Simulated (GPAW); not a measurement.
**SnO in GPAW: convergence with smearing width (eV)**

Input of the first run (smearing width (eV) 0.5); the others differ in this setting and in those tied to it:

Contents of run.py:

```python
from ase.dft.bandgap import bandgap
from ase.io import read, write
from ase.units import GPa
from gpaw import GPAW, PW

atoms = read('SnO.xyz')

calc = GPAW(mode=PW(800),
            xc='PBE',
            kpts={'size': (4, 4, 4), 'gamma': True},
            occupations={'name': 'methfessel-paxton', 'order': 0, 'width': 0.5},
            nbands=33,
            convergence={'density': 1e-05, 'energy': 1e-05},
            maxiter=100,
            txt='gpaw.txt')
atoms.calc = calc
energy = atoms.get_potential_energy()
forces = atoms.get_forces()
stress = atoms.get_stress()
calc.write('gs.gpw')
write('result.traj', atoms)
print(f'Energy: {energy:.6f} eV')
print('Forces (eV/A):')
print(forces.round(4))
print('Stress (GPa):', (stress / GPa).round(3))
print('Fermi level:', round(calc.get_fermi_level(), 4), 'eV')
print(f'Gap: {bandgap(calc)[0]:.4f} eV, direct: {bandgap(calc, direct=True)[0]:.4f} eV')
```

Contents of SnO.xyz:

```xyz
4
Lattice="3.8136952200 0.0000000000 0.0000000000 0.0000000000 3.8136952200 0.0000000000 0.0000000000 0.0000000000 4.8869133000" Properties=species:S:1:pos:R:3 pbc="T T T"
Sn     1.9068476100      0.0000000000      3.7366616531
Sn     0.0000000000      1.9068476100      1.1502516469
O      0.0000000000      0.0000000000      0.0000000000
O      1.9068476100      1.9068476100      0.0000000000
```

Potentials or basis: GPAW PAW data sets (gpaw-data 1.2.1), pw.

Run with:

```bash
$ OMP_NUM_THREADS=1 python run.py
```

The cell is a database's computed one.

Hardware: 1 thread of Arm Neoverse V1, on a shared host.

| smearing width (eV) | energy less the tightest run, at zero smearing (meV/atom) | pressure (GPa) | largest force (eV/Å) | gap on the mesh (eV) | SCF cycles | CPU time (s) | peak memory (GiB) |
| --- | --- | --- | --- | --- | --- | --- | --- |
| 0.5 | 0.04 | 2.74 | 0.382 | 0.161 | 11 | 36 | 0.21 |
| 0.3 | -0.17 | 2.79 | 0.366 | 0.159 | 11 | 36 | 0.21 |
| 0.2 | -0.04 | 2.82 | 0.356 | 0.158 | 11 | 37 | 0.21 |
| 0.15 | 0.03 | 2.84 | 0.348 | 0.157 | 11 | 36 | 0.21 |
| 0.1 | 0.06 | 2.87 | 0.334 | 0.155 | 11 | 36 | 0.21 |
| 0.05 | 0.01 | 2.91 | 0.316 | 0.153 | 11 | 36 | 0.21 |
| 0.025 | 0.00 | 2.92 | 0.314 | 0.152 | 11 | 36 | 0.21 |
| 0.01 | 0.00 | 2.92 | 0.314 | 0.152 | 11 | 36 | 0.21 |

Against the tightest run, the energy stays within 1 meV/atom from 0.5 on; the pressure stays within 0.1 GPa from 0.15 on; the largest force stays within 0.005 eV/Å from 0.05 on; the gap on the mesh stays within 0.01 eV from 0.5 on. The tightest run that finished is the yardstick and may itself not be fully converged.

Caveat, for the tightest run too: the k mesh is coarse; spin-orbit coupling is left out, which moves the levels of the heavy elements.
